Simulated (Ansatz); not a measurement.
# Gd: the cost of one run

Method: DFT PBE+U, PAW, plane waves, scalar-relativistic; U − J = 5.9 eV on Gd f, in Ansatz 0.2.0.

**1. The system as given**

It takes space group Im-3m (No. 229, cubic). Conventional cell: a = 4.050 Å, b = 4.050 Å, c = 4.050 Å, α = 90.00°, β = 90.00°, γ = 90.00°. Around Gd (site symmetry m-3m) lie 8 Gd at 3.51 Å.

Structure file:

```
CELL_PARAMETERS angstrom
4.05000 0.00000 0.00000
0.00000 4.05000 0.00000
0.00000 0.00000 4.05000
ATOMIC_POSITIONS crystal
Gd 0.00000 0.00000 0.00000
Gd 0.50000 0.50000 0.50000
```

In tables a label like Gd2 counts atoms in the order of input.yaml; a structure file may count by element.

Known so far: 8 plain starts ended in 3 states. The lowest came from “parallel moments, Broyden mixing, no switch to direct minimisation [Gd1 7.00, Gd2 7.00 μB]”: ferromagnetic, site moments Gd1 7.53, Gd2 7.53 μB, total 15.80 μB per cell, no gap on the k-mesh, free energy -18664.0976 eV.

Runs to come: parallel moments, default search for lower states; opposed moments +-, default search for lower states; whole orbital fillings typed, symmetry off, plain SCF; the moments typed in its input, symmetry off, plain SCF; the moments typed in its input, standard search for lower states.

A plain SCF has the search for lower states switched off and ends at the first converged state. The default search lets the program follow hints of a lower state (another filling of open shells, a soft direction), where it sees any. The standard and full searches may also try other magnetic orders and fillings, and need not reach the lowest state. With a search on, the program may also reshape the start on open shells. Ends within 0.2 meV/atom and 0.1 μB count as one state.

Site moments are integrals over atomic spheres and don't add up to the total.

**2. Parallel moments, default search for lower states**

File input.yaml:

```yaml
crystal:
  lattice:
    - [4.05, 0.0, 0.0]
    - [0.0, 4.05, 0.0]
    - [0.0, 0.0, 4.05]
  atoms:
    - { symbol: Gd, position: [0.0, 0.0, 0.0], spin: 7.0 }
    - { symbol: Gd, position: [0.5, 0.5, 0.5], spin: 7.0 }
magnetization:
  spin_polarized: true
hamiltonian:
  xc: pbe
  pseudopotentials: { kind: paw }
  hubbard: { sites: [{ species: Gd, l: f, u_eff: 5.9 }] }
basis:
  ecutwfc: 420
kpoints:
  mp_grid: { grid: [6, 6, 6] }
scf:
  occupations: { method: fermi_dirac, width: 0.05 }
output:
  forces: true
  stress: true
  write_density: true
  write_potential: true
  elf: true
  volumetric_format: npy
```

Started as:

```console
> ansatz run input.yaml --threads 2 --pin off --max-ram 5120MiB --backend cpu --events-out ev --progress --plain --runs-dir out
```

What time and memory should one allow on 2 threads of AMD EPYC 7R43 (Zen 3), shared host?

About 5.5 s, with a peak of 0.47 GiB.
